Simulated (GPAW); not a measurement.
Ni:

```xyz
1
Lattice="0.0000 1.7376 1.7376 1.7376 0.0000 1.7376 1.7376 1.7376 0.0000" Properties=species:S:1:pos:R:3 pbc="T T T"
Ni    0.0000    0.0000    0.0000
```

```yaml
Program: GPAW 26.7.0
Task: relaxation of cell and atoms
Functional: PBEsol
Dispersion: D3
Potentials_or_basis: PAW data sets generated in the run's folder for this functional
Cutoff: 600 eV
Basis: pw
k_mesh: 13 × 13 × 13
Occupations: fermi-dirac, width 0.05 eV
Spin: collinear spin, ferromagnetic start
Starting_moments: "[1.0] μB"
```

At the start: pressure -5.8 GPa; volume 10.49 Å³/atom.

**Question.** Where does the relaxation end?

**Answer.** Over 3 steps the energy falls by 4.8 meV/atom and the volume is 10.24 Å³/atom (-2.4 %); space group Fm-3m (No. 225, to 0.05 Å); moment 0.63 μB per cell.

Step by step:
| step | energy change (eV) | largest force (eV/Å) | pressure (GPa) | volume (Å³) |
| --- | --- | --- | --- | --- |
| 1 | 0.0000 | 0.0000 | -5.77 | 10.49 |
| 2 | -0.0042 | 0.0000 | -2.03 | 10.32 |
| 3 | -0.0048 | 0.0000 | 0.08 | 10.24 |

Final structure:
```
CELL_PARAMETERS angstrom
0.00000 1.72330 1.72330
1.72330 0.00000 1.72330
1.72330 1.72330 0.00000
ATOMIC_POSITIONS crystal
Ni 0.00000 0.00000 0.00000
```

Caveat: each step starts from the last one's moments, so a moment once lost doesn't come back; the stock nickel data set gives pressures a few GPa off other programs; later steps reuse the first step's grids; pairwise dispersion overbinds metals, which lowers pressure and volume.
